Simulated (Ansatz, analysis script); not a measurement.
# Free-standing square Ni monolayer, spacing 2.629 Å: E(q) by the generalised Bloch theorem, part 2 of 2

Spirals are solved in the crystal's own cell at each q. What do they say of the order in a free-standing square Ni monolayer, spacing 2.629 Å?

Ansatz 0.2.0; PBE, PAW set soft_1.

So far, energy a cell from q = 0 (meV): step 5 (q = (0, 0.2, 0)) 26.4.

**6. q = (0, 0.5, 0)**

Level of this step: Ansatz DFT, spin spiral by the generalised Bloch theorem, no spin-orbit coupling; PBE, PAW set soft_1; PAW set soft_1 (Ansatz).

Input file input.yaml:

```yaml
crystal:
  lattice:
    - [2.629, 0.0, 0.0]
    - [0.0, 2.629, 0.0]
    - [0.0, 0.0, 14.0]
  atoms:
    - { symbol: Ni, position: [0.0, 0.0, 0.5], spin: 1.03, spin_axis: [1.0, 0.0, 0.0] }
kpoints:
  mp_grid: { grid: [20, 20, 1] }
hamiltonian:
  xc: pbe
  noncollinear_xc: locally_collinear
  pseudopotentials: { kind: paw, azcp: { folder: soft_1 } }
scf:
  occupations: { method: fermi_dirac, width: 0.1 }
  max_iter: 120
  convergence: { dr2_threshold: 1.0e-08 }
  lower_state_search: "off"
basis:
  ecutwfc: 420.0
magnetization:
  noncollinear: true
  spin_spiral: { q: [0.0, 0.5, 0.0] }
checkpoint:
  read: start
```

The run is started by

```console
$ ansatz run input.yaml --threads 1 --pin off --max-ram 2048MiB --backend cpu --events-out ev --progress --plain --runs-dir out
```

Numbers of over 12 decimals in the logs are rounded to 6 here.

The log of the run:

```text
[...]
Crystal: 1 atoms, lattice volume = 96.763 Å³
Basis set: ecut = 420 eV, 1923 PW (Γ)
Bands: 26, of which v1, the nominal top of the filled ones, is band 18 counted from 1 (17 counted from 0)
Symmetry: 4 space group operations
k-points: 121 of 400
[...]
SCF iter  43: F=-5837.623698 eV  HF=-5837.623713 eV  |F-HF|=1.43e-5  |Δ(HF+E_count)|=   5.44e-7  Δρ=1.52e-5  dr2=6.33e-10  dr2_m=9.40e-8 (ungated)  ethr=1.07e-12  |M|=8.17e-1 ∫|m|=8.79e-1 μB  |m|>n=2.6e-2 m-floor=0.0e0 τ_xc=1.0e-18  ⟨swp⟩=7.3  Hψ=13641  notcnv=0
[...]
SCF 1 converged in 43 iterations: F = -5837.623698 eV  dr2 = 6.33e-10
[...]
SCF converged after 43 iterations
[...]
Magnetization: |M| = 0.8173 μB,  M = (+0.8173, +0.0000, +0.0000) μB
Absolute magnetization: 0.8793 μB (∫|m|, with the PAW one-centre terms)
  site 0: m = (+0.8571, +0.0000, +0.0000) μB, |m| = 0.8571 μB  (R = 1.08 Å)
Free energy (F): -5837.623698 eV
[...]
Internal energy: -5837.484793 eV  (E = F + TS)
E sigma→0 (E₀):  -5837.554246 eV
Entropy (-TS):   -0.138905 eV (-138.905 meV/atom)
Fermi energy:    -2.346999 eV
[...]
```

Wall time 9.8 min (1 thread of Arm Neoverse N1, shared host); peak memory 0.79 GiB.

The energy of the cell lies 70.3 meV above that at q = 0, and the largest moment is 0.857 μB against 1.03 μB.

**7. q = (0.2, 0.5, 0)**

input.yaml, as its differences from that of step 6:

```diff
@@ -22,3 +22,3 @@
   noncollinear: true
-  spin_spiral: { q: [0.0, 0.5, 0.0] }
+  spin_spiral: { q: [0.2, 0.5, 0.0] }
 checkpoint:
```

The log of the run:

```text
[...]
Crystal: 1 atoms, lattice volume = 96.763 Å³
Basis set: ecut = 420 eV, 1923 PW (Γ)
Bands: 26, of which v1, the nominal top of the filled ones, is band 18 counted from 1 (17 counted from 0)
Symmetry: 2 space group operations
k-points: 202 of 400
[...]
SCF iter  86: F=-5837.600771 eV  HF=-5837.600799 eV  |F-HF|=2.85e-5  |Δ(HF+E_count)|=   3.93e-6  Δρ=2.64e-5  dr2=1.39e-9  dr2_m=2.25e-7 (ungated)  ethr=4.83e-12  |M|=7.94e-1 ∫|m|=8.68e-1 μB  |m|>n=2.5e-2 m-floor=0.0e0 τ_xc=1.2e-18  ⟨swp⟩=6.0  Hψ=20204  notcnv=0
[...]
SCF 1 converged in 86 iterations: F = -5837.600771 eV  dr2 = 1.39e-9
[...]
SCF converged after 86 iterations
[...]
Magnetization: |M| = 0.7945 μB,  M = (+0.7945, +0.0003, +0.0000) μB
Absolute magnetization: 0.8676 μB (∫|m|, with the PAW one-centre terms)
  site 0: m = (+0.8275, -0.0000, +0.0000) μB, |m| = 0.8275 μB  (R = 1.08 Å)
Free energy (F): -5837.600771 eV
[...]
Internal energy: -5837.454117 eV  (E = F + TS)
E sigma→0 (E₀):  -5837.527444 eV
Entropy (-TS):   -0.146654 eV (-146.654 meV/atom)
Fermi energy:    -2.254925 eV
[...]
```

The job ended after 27 min (1 thread; peak memory 1.1 GiB).

The energy of the cell lies 93.2 meV above that at q = 0, and the largest moment is 0.827 μB against 1.03 μB.

**8. q = (0.5, 0.5, 0)**

input.yaml, as its differences from that of step 7:

```diff
@@ -22,3 +22,3 @@
   noncollinear: true
-  spin_spiral: { q: [0.2, 0.5, 0.0] }
+  spin_spiral: { q: [0.5, 0.5, 0.0] }
 checkpoint:
```

The log of the run:

```text
Warning: checkpoint.read: spin treatment differs: saved collinear, current noncollinear; the saved charge density seeds this run and the saved magnetisation is carried along the axis that this deck's starting moments share; the saved density holds an absolute magnetisation of 1.1e0 μB; saved orbitals and DFT+U occupations are not carried; the saved PAW projector densities are carried along that axis
[...]
SCF iter  64: F=—  HF=-5837.574751 eV  |F-HF|=—  |Δ(HF+E_count)|=   9.95e-7  Δρ=3.59e-5  dr2=3.30e-9  dr2_m=5.26e-7  ethr=3.06e-12  |M|=6.12e-1 ∫|m|=7.06e-1 μB  |m|>n=2.4e-2 m-floor=0.0e0 τ_xc=1.1e-18  ⟨swp⟩=5.2  Hψ=17661  notcnv=0
SCF iter  65: F=—  HF=-5837.574760 eV  |F-HF|=—  |Δ(HF+E_count)|=   8.09e-6  Δρ=3.29e-5  dr2=6.76e-10  dr2_m=4.51e-7  ethr=3.06e-12  |M|=6.12e-1 ∫|m|=7.06e-1 μB  |m|>n=2.4e-2 m-floor=0.0e0 τ_xc=1.1e-18  ⟨swp⟩=5.5  Hψ=18042  notcnv=0
SCF iter  66: F=—  HF=-5837.574753 eV  |F-HF|=—  |Δ(HF+E_count)|=   6.77e-6  Δρ=3.72e-5  dr2=5.92e-9  dr2_m=5.54e-7  ethr=3.06e-12  |M|=6.11e-1 ∫|m|=7.06e-1 μB  |m|>n=2.4e-2 m-floor=0.0e0 τ_xc=1.1e-18  ⟨swp⟩=5.1  Hψ=17685  notcnv=0
```

Wall time 75 min (1 thread); peak memory 1.4 GiB.

The run was cut off at the time left to it in the session, and no result is taken from it.

The other 2 runs of this kind were made alike; their results stand in the table below.

**9. Other settings**

A test of how the program answers to a changed input.

input.yaml, as its differences from that of step 8:

```diff
@@ -15,3 +15,3 @@
   occupations: { method: fermi_dirac, width: 0.1 }
-  max_iter: 120
+  max_iter: 60
   convergence: { dr2_threshold: 1.0e-08 }
@@ -23,3 +23,2 @@
   spin_spiral: { q: [0.5, 0.5, 0.0] }
-checkpoint:
-  read: start
+  magnetic_field: 300
```

The run is started by

```console
$ ansatz run input.yaml --threads 4 --pin off --max-ram 8192MiB --backend cpu --events-out ev --progress --plain --runs-dir out
```

The log of the run:

```text
Error: 2 input errors — fix all and re-run
  1. inconsistent input (magnetization.magnetic_field, magnetization.noncollinear): is one number, which names no direction under noncollinear: true — type the three Cartesian components in T, for example [0, 0, 100]
```

Elapsed: 0.03 s, on 4 threads; peak memory 0.032 GiB.

The input was rejected at the start.

The program's message: “Error: 2 input errors — fix all and re-run”

The change that led to it: magnetization = {"magnetic_field": 300}.

**10. The spirals together**

```
q (reciprocal lattice)  path length (1/Å)  E(q) − E(0) (meV a magnetic atom)  |m| Ni no. 1 (μB)
             (0, 0, 0)              0.000                               0.00               1.03
           (0, 0.2, 0)              0.478                              26.40               0.97
           (0, 0.5, 0)              1.195                              70.31               0.86
         (0.2, 0.5, 0)              1.673                              93.24               0.83
         (0.3, 0.3, 0)              3.066                              90.93               0.86
         (0.2, 0.2, 0)              3.404                              53.17               0.92
             (0, 0, 0)              4.080                               0.00               1.03
```

**11. What came out**

| Item | Value |
| --- | --- |
| lowest point with a result | q = 0 |
| highest point with a result | 93.2 meV a magnetic atom |

What this shows: No spiral that was run lies below the ferromagnetic state at q = 0, and winding the moments costs up to 93.2 meV a magnetic atom. The moments change by at most 20 % from their size at q = 0, a modest change. No spin model is given, since the independent points are too few for the number of shells that the script fitted. Points of the path without a result: 1. They can lie above or below those tabled. The 7 spiral runs took 2.3 h of wall time, added up. Energies are free energies at a smearing of 0.1 eV, and with partly filled levels differences shift, at times strongly, as the smearing goes to zero. The cell was taken as built, with atoms unrelaxed. In doubt: the program's search for lower states was switched off, so a lower magnetic state than those reached may exist.

[Logs and program files are shortened in this print: banners, set-up blocks, solver, clock and traceback lines can be left out without a mark of their own.]

[Logs are printed without paths, hosts, clocks, repeated set-up lines and the standing remarks that a program may print on its own settings, such as how far it seeks lower states.]

[Hosts, paths, dates, database ids (printed as entryN), source tags and the programs' standing remarks are cut or masked in the printed files.]
